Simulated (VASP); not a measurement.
# ZnSnP2 in VASP: notebook

One slab, ZnSnP2, is run at these levels: PBEsol; tasks: single point, relaxation of the atoms.

Program: VASP 6.6.1. These are calculated values, not measurements. Logs are shortened: lines on timing, memory, paths and dates and some standing lists are left out, and cuts for length are marked.

## (1) The slab as given

The cell holds a slab with vacuum, 28 atoms: a = 6.901 Å, b = 6.901 Å, c = 27.124 Å, α = 90.00°, β = 90.00°, γ = 70.40°.

## (2) Single point, PBEsol

Contents of INCAR:

```
SYSTEM = ZnSnP2
PREC = Accurate
ENCUT = 520
EDIFF = 1E-6
ISMEAR = 0
SIGMA = 0.03
LREAL = Auto
LASPH = .TRUE.
NELM = 80
ALGO = Fast
ISIF = 2
LWAVE = .FALSE.
LCHARG = .FALSE.
LDIPOL = .TRUE.
IDIPOL = 3
DIPOL = 0.5 0.5 0.500
GGA = PS
LVHAR = .TRUE.
LVACPOTAV = .TRUE.
ICORELEVEL = 1
LUSENCCL = .FALSE.
```

Contents of KPOINTS:

```
regular mesh
0
G
  4 4 1
  0 0 0
```

Contents of POSCAR:

```
ZnSnP2
1.0
    6.9009585500      0.0000000000      0.0000000000
    2.3152738200      6.5009796200      0.0000000000
    0.0000000000      0.0000000000     27.1241197200
P Zn Sn
14 7 7
Direct
    0.3869885000      0.8630115000      0.2765066700
    0.8630115000      0.3869885000      0.2835391900
    0.3630115000      0.3869885000      0.3498323600
    0.8869885000      0.8630115000      0.3568648800
    0.8869885000      0.3630115000      0.4231580500
    0.3630115000      0.8869885000      0.4301905700
    0.8630115000      0.8869885000      0.4964837400
    0.3869885000      0.3630115000      0.5035162600
    0.3869885000      0.8630115000      0.5698094300
    0.8630115000      0.3869885000      0.5768419500
    0.3630115000      0.3869885000      0.6431351200
    0.8869885000      0.8630115000      0.6501676400
    0.8869885000      0.3630115000      0.7164608100
    0.3630115000      0.8869885000      0.7234933300
    0.5000000000      0.5000000000      0.2800229300
    0.0000000000      0.5000000000      0.3533486200
    0.0000000000      0.0000000000      0.4266743100
    0.5000000000      0.0000000000      0.5000000000
    0.5000000000      0.5000000000      0.5733256900
    0.0000000000      0.5000000000      0.6466513800
    0.0000000000      0.0000000000      0.7199770700
    0.0000000000      0.0000000000      0.2800229300
    0.5000000000      0.0000000000      0.3533486200
    0.5000000000      0.5000000000      0.4266743100
    0.0000000000      0.5000000000      0.5000000000
    0.0000000000      0.0000000000      0.5733256900
    0.5000000000      0.0000000000      0.6466513800
    0.5000000000      0.5000000000      0.7199770700
```

Potentials or basis: VASP PAW PBE potentials, release 64 (P, Zn, Sn_d).

Launch:

```
> cat potpaw_PBE.64/P/POTCAR potpaw_PBE.64/Zn/POTCAR potpaw_PBE.64/Sn_d/POTCAR > POTCAR
> mpirun -np 1 vasp_std > vasp.out
```

OUTCAR:

```text
SYSTEM = ZnSnP2
   PREC = Accurate
   ENCUT = 520
   EDIFF = 1E-6
   ISMEAR = 0
   LREAL = Auto
   LASPH = .TRUE.
   NELM = 80
   ISIF = 2
   GGA = PS

 ion  position               nearest neighbor table
   1  0.387  0.863  0.277-  15 2.36  23 2.52  22 2.52
   2  0.863  0.387  0.284-  16 2.36  15 2.36  22 2.52
   3  0.363  0.387  0.350-  15 2.36  16 2.36  24 2.52  23 2.52
   4  0.887  0.863  0.357-  17 2.36  16 2.36  22 2.52  23 2.52
   5  0.887  0.363  0.423-  16 2.36  17 2.36  25 2.52  24 2.52
   6  0.363  0.887  0.430-  18 2.36  17 2.36  23 2.52  24 2.52
   7  0.863  0.887  0.496-  17 2.36  18 2.36  26 2.52  25 2.52
   8  0.387  0.363  0.504-  19 2.36  18 2.36  24 2.52  25 2.52
   9  0.387  0.863  0.570-  18 2.36  19 2.36  27 2.52  26 2.52
  10  0.863  0.387  0.577-  20 2.36  19 2.36  25 2.52  26 2.52
  11  0.363  0.387  0.643-  19 2.36  20 2.36  28 2.52  27 2.52
  12  0.887  0.863  0.650-  21 2.36  20 2.36  26 2.52  27 2.52
  13  0.887  0.363  0.716-  20 2.36  21 2.36  28 2.52
  14  0.363  0.887  0.723-  21 2.36  27 2.52  28 2.52
  15  0.500  0.500  0.280-   3 2.36   1 2.36   2 2.36
  16  0.000  0.500  0.353-   5 2.36   2 2.36   4 2.36   3 2.36
  17  0.000  0.000  0.427-   4 2.36   7 2.36   5 2.36   6 2.36
  18  0.500  0.000  0.500-   9 2.36   6 2.36   8 2.36   7 2.36
  19  0.500  0.500  0.573-   8 2.36  11 2.36   9 2.36  10 2.36
  20  0.000  0.500  0.647-  13 2.36  10 2.36  12 2.36  11 2.36
  21  0.000  0.000  0.720-  12 2.36  13 2.36  14 2.36
  22  0.000  0.000  0.280-   4 2.52   2 2.52   1 2.52
  23  0.500  0.000  0.353-   1 2.52   6 2.52   3 2.52   4 2.52
  24  0.500  0.500  0.427-   8 2.52   3 2.52   6 2.52   5 2.52
  25  0.000  0.500  0.500-   5 2.52  10 2.52   7 2.52   8 2.52
  26  0.000  0.000  0.573-  12 2.52   7 2.52  10 2.52   9 2.52
  27  0.500  0.000  0.647-   9 2.52  14 2.52  11 2.52  12 2.52
  28  0.500  0.500  0.720-  11 2.52  14 2.52  13 2.52

  LATTYP: Found a base centered orthorhombic cell.
 ALAT       =     7.9555792035
 B/A-ratio  =     1.4176682449
 C/A-ratio  =     3.4094462548

  Lattice vectors:

 A1 = (  -2.3152738200,  -6.5009796200,   0.0000000000)
 A2 = (   6.9009585500,   0.0000000000,   0.0000000000)
 A3 = (   0.0000000000,   0.0000000000,  27.1241197200)

Analysis of symmetry for initial positions (statically):
=====================================================================
 Subroutine PRICEL returns:
 Original cell was already a primitive cell.

 Routine SETGRP: Setting up the symmetry group for a
 base centered orthorhombic supercell.

[... 204 lines left out ...]
  ---------------------------------------------------
  free energy    TOTEN  =      -119.80862584 eV

  energy without entropy =     -119.80261101  energy(sigma->0) =     -119.80561842

 the core state eigenenergies are
   1-  1s  -2077.4750  2s   -167.5988  2p   -118.0767
   2-  1s  -2077.3684  2s   -167.4576  2p   -117.9381
   3-  1s  -2077.9893  2s   -168.1550  2p   -118.6288
   4-  1s  -2077.9637  2s   -168.1251  2p   -118.5993
   5-  1s  -2077.9605  2s   -168.1273  2p   -118.6010
   6-  1s  -2077.8534  2s   -168.0338  2p   -118.5061
   7-  1s  -2078.0175  2s   -168.1891  2p   -118.6623
   8-  1s  -2078.0175  2s   -168.1891  2p   -118.6623
   9-  1s  -2077.8534  2s   -168.0338  2p   -118.5061
  10-  1s  -2077.9605  2s   -168.1273  2p   -118.6010
  11-  1s  -2077.9637  2s   -168.1251  2p   -118.5993
  12-  1s  -2077.9893  2s   -168.1550  2p   -118.6288
  13-  1s  -2077.3684  2s   -167.4576  2p   -117.9381
  14-  1s  -2077.4750  2s   -167.5988  2p   -118.0767
  15-  1s  -9521.3758  2s  -1154.8954  2p  -1000.5527  3s   -125.7972  3p    -79.9535
[... 13 lines left out ...]
  22-  1s -29002.6793  2s  -4374.1680  2p  -3925.7897  3s   -840.3721  3p   -693.9198
       3d   -468.6362  4s   -129.2357  4p    -85.0077
  23-  1s -29002.8007  2s  -4374.2987  2p  -3925.9182  3s   -840.5229  3p   -694.0703
       3d   -468.7849  4s   -129.4171  4p    -85.1924
  24-  1s -29002.9865  2s  -4374.4849  2p  -3926.1044  3s   -840.7081  3p   -694.2555
       3d   -468.9703  4s   -129.6003  4p    -85.3752
  25-  1s -29002.9281  2s  -4374.4294  2p  -3926.0486  3s   -840.6540  3p   -694.2015
       3d   -468.9161  4s   -129.5488  4p    -85.3241
  26-  1s -29002.9865  2s  -4374.4849  2p  -3926.1044  3s   -840.7081  3p   -694.2555
       3d   -468.9703  4s   -129.6003  4p    -85.3752
  27-  1s -29002.8007  2s  -4374.2987  2p  -3925.9182  3s   -840.5229  3p   -694.0703
       3d   -468.7849  4s   -129.4171  4p    -85.1924
  28-  1s -29002.6793  2s  -4374.1680  2p  -3925.7897  3s   -840.3721  3p   -693.9198
       3d   -468.6362  4s   -129.2357  4p    -85.0077

 E-fermi :   0.0273     XC(G=0):  -5.5812

 val. band max:        0.0157654457   @ k =   0.5000   0.5000   0.0000
 cond. band min:       0.0409317911   @ k =   0.0000   0.0000   0.0000
 fundamental gap:      0.0251663455
 Fermi energy:         0.0273151554

 k-point     1 :       0.0000    0.0000    0.0000
  band No.  band energies     occupation
      1     -21.5908      2.00000
      2     -21.5900      2.00000
      3     -21.5855      2.00000
      4     -21.5853      2.00000
      5     -21.5814      2.00000
      6     -21.5792      2.00000
[... 976 lines left out ...]
    137       2.3459      0.00000
    138       2.3643      0.00000
 [bands above 138 left out]

------------------------ aborting loop because EDIFF is reached ----------------------------------------

  FORCE on cell =-STRESS in cart. coord.  units (eV):
  Direction    XX          YY          ZZ          XY          YZ          ZX
  --------------------------------------------------------------------------------------
  -------------------------------------------------------------------------------------
  Total       -5.1245572     -4.9438922     -0.3413876     -0.2536415     -0.4626295      0.3263311
  in kB       -6.7471917     -6.5093212     -0.4494843     -0.3339543     -0.6091160      0.4296602
  external PRESSURE =      -4.5686657 kB  Pullay stress =       0.0000000 kB

 VOLUME and BASIS-vectors are now :
 -----------------------------------------------------------------------------
  energy-cutoff  :      520.00
  volume of cell :     1216.87
      direct lattice vectors                 reciprocal lattice vectors
     6.900958550  0.000000000  0.000000000     0.144907406 -0.051607656  0.000000000
     2.315273820  6.500979620  0.000000000     0.000000000  0.153822971  0.000000000
     0.000000000  0.000000000 27.124119720     0.000000000  0.000000000  0.036867556

 POSITION                                       TOTAL-FORCE (eV/Angst)
 -----------------------------------------------------------------------------------
      4.66870      5.61042      7.50000        -0.125117     -0.010893     -0.736030
      6.85159      2.51580      7.69075        -0.295512     -0.380524     -0.732401
      3.40111      2.51580      9.48889        -0.453508     -0.174558     -0.279006
      8.11918      5.61042      9.67965        -0.228291     -0.348913     -0.210251
      6.96154      2.35993     11.47779        -0.022199     -0.083900     -0.067957
      4.55875      5.76629     11.66854        -0.042636     -0.002599      0.111429
[... 20 lines left out ...]
      3.45048      0.00000     17.53985        -0.350594     -0.182986      0.010231
      4.60812      3.25049     19.52874         0.893513      0.160641     -0.664807
 -----------------------------------------------------------------------------------
    total drift:                                0.001394      0.000983      0.000001

  FREE ENERGIE OF THE ION-ELECTRON SYSTEM (eV)
  ---------------------------------------------------
  free  energy   TOTEN  =      -119.8086258403 eV

  energy  without entropy=     -119.8026110086  energy(sigma->0) =     -119.80561842

 vacuum level on the upper side and lower side of the slab         4.905         4.905
```

OSZICAR:

```text
N       E                     dE             d eps       ncg     rms          rms(c)
DAV:   1     0.235445868481E+04    0.23545E+04   -0.10762E+05  2170   0.168E+03
DAV:   2     0.251064841412E+03   -0.21034E+04   -0.20405E+04  2274   0.420E+02
DAV:   3    -0.991587929932E+02   -0.35022E+03   -0.34135E+03  2331   0.194E+02
[... 18 lines left out ...]
RMM:  22    -0.119808598354E+03   -0.48147E-04   -0.21236E-06  1730   0.270E-03    0.993E-04
RMM:  23    -0.119808614970E+03   -0.16615E-04   -0.79188E-07  1619   0.183E-03    0.162E-03
RMM:  24    -0.119808622563E+03   -0.75933E-05   -0.51137E-07  1557   0.139E-03    0.647E-04
RMM:  25    -0.119808625076E+03   -0.25129E-05   -0.29359E-07  1388   0.119E-03    0.560E-04
RMM:  26    -0.119808625840E+03   -0.76447E-06   -0.30538E-07  1000   0.106E-03
   1 F= -.11980863E+03 E0= -.11980562E+03  d E =-.601483E-02
```

stdout:

```text
Offloading initialized ...    1 GPUs detected
 POSCAR found type information on POSCAR P ZnSn
 POSCAR found :  3 types and      28 ions
 scaLAPACK will be used selectively (only on CPU)
[... 25 lines left out ...]
|     Did not find any points to average over, which means that no vacuum     |
|     field-free region was found. Please increase the size of  your cell     |
|     in the dimension of the dipole correction to obtain accurate            |
|     workfunction values.                                                    |
|                                                                             |
 -----------------------------------------------------------------------------
```

It took 5.7 min on 1 × NVIDIA H100 80GB with 1 thread of AMD EPYC 7R13 (Zen 3), shared host; peak memory 2.3 GiB.

Results:

```yaml
Free_energy: -119.8086 eV
Largest_force: 1.516 eV/Å
Band_gap_on_the_k_mesh: none (metal or under the smearing width)
Work_function_of_the_upper_face: 4.88 eV
Work_function_of_the_lower_face: 4.88 eV
```

Forces on the atoms (eV/Å):
```
P   -0.125 -0.011 -0.736
P   -0.296 -0.381 -0.732
P   -0.454 -0.175 -0.279
P   -0.228 -0.349 -0.210
P   -0.022 -0.084 -0.068
P   -0.043 -0.003  0.111
P   -0.111 -0.023 -0.036
P   -0.059 -0.097  0.036
P   -0.017 -0.039 -0.111
P   -0.086  0.007  0.068
P   -0.405 -0.098  0.210
P   -0.317 -0.369  0.279
P   -0.458 -0.151  0.732
P   -0.052 -0.114  0.736
Zn   0.936  0.437  1.109
Zn  -0.098 -0.098  0.035
Zn   0.161  0.090  0.070
Zn  -0.073 -0.052  0.000
Zn   0.139  0.121 -0.070
Zn  -0.125 -0.060 -0.035
Zn   0.726  0.735 -1.109
Sn   0.451  0.788  0.665
Sn  -0.290 -0.269 -0.010
Sn   0.171  0.158 -0.046
Sn  -0.075 -0.053  0.000
Sn   0.206  0.109  0.046
Sn  -0.351 -0.183  0.010
Sn   0.894  0.161 -0.665
```

Levels at points of the mesh, in eV from the Fermi level:
```
           k point  band 123  band 124  band 125  band 126  band 127  band 128  band 129  band 130
(0.00, 0.00, 0.00)     -0.22     -0.07     -0.04      0.01      0.20      0.24      1.05      1.28
(0.50, 0.00, 0.00)     -0.62     -0.40     -0.20     -0.05      0.16      0.22      1.46      1.50
(0.50, 0.50, 0.00)     -0.58     -0.50     -0.29     -0.15     -0.02     -0.01      1.27      1.30
```

Core levels (eV, on the scale of the bands):
```
atom                            levels
 1 P  1s -2077.5, 2s -167.6, 2p -118.1
 2 P  1s -2077.4, 2s -167.5, 2p -117.9
 3 P  1s -2078.0, 2s -168.2, 2p -118.6
 4 P  1s -2078.0, 2s -168.1, 2p -118.6
 5 P  1s -2078.0, 2s -168.1, 2p -118.6
 6 P  1s -2077.9, 2s -168.0, 2p -118.5
```

Caveat: the PAW data sets were made with another functional, which shifts forces and pressure a little.

[end of part 1 of 2]
